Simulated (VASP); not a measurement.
Write the native input for VASP 6.6.1 that does the following.

```yaml
Task: single point
Functional: PBEsol
Potentials_or_basis: VASP PAW PBE potentials, release 64 (V_sv)
Cutoff: 520 eV
k_mesh: 18 × 18 × 6
Occupations: gaussian, width 0.1 eV
Spin: no spin polarisation
Dipole_correction: no
Further_INCAR_settings: ALGO = Fast; EDIFF = 1e-06; NBANDS = 34
```

The structure of V lies in POSCAR:

```
V
1.0
    2.7515221577      0.0000000000      0.0000000000
   -1.3757610788      2.3828880876      0.0000000000
    0.0000000000      0.0000000000      8.1819693535
V
4
Direct
    0.3333333333      0.6666666667      0.3805728705
    0.6666666667      0.3333333333      0.8805728705
    0.6666666667      0.3333333333      0.6194271295
    0.3333333333      0.6666666667      0.1194271295
```

The cell was built by a generator and needn't be a form met in nature.

One way to write it, as run:

INCAR

```
SYSTEM = V
PREC = Accurate ; ENCUT = 520
EDIFF = 1E-6 ; ISMEAR = 0
SIGMA = 0.1 ; LREAL = .FALSE.
LASPH = .TRUE. ; NELM = 100
ALGO = Fast ; ISIF = 2
LWAVE = .FALSE. ; LCHARG = .FALSE.
GGA = PS ; NBANDS = 34
```

KPOINTS

```
regular mesh
0
G
  18 18 6
  0 0 0
```

Potentials or basis: VASP PAW PBE potentials, release 64 (V_sv).

Run with:

```sh
$ cat potpaw_PBE.64/V_sv/POTCAR > POTCAR
$ mpirun -np 1 vasp_std > vasp.out
```

Results of the run:

```json
{
 "Pressure": "0.6 GPa",
 "Largest force": "0.132 eV/Å",
 "Band gap on the k mesh": "none (metal or under the smearing width)"
}
```

Caveat: the PAW data sets were made with another functional, which shifts forces and pressure a little.

Wall time 2.9 min on 1 thread of Intel(R) Xeon(R) Platinum 8488C (Sapphire Rapids), with other jobs on the host, peak memory 0.29 GiB.
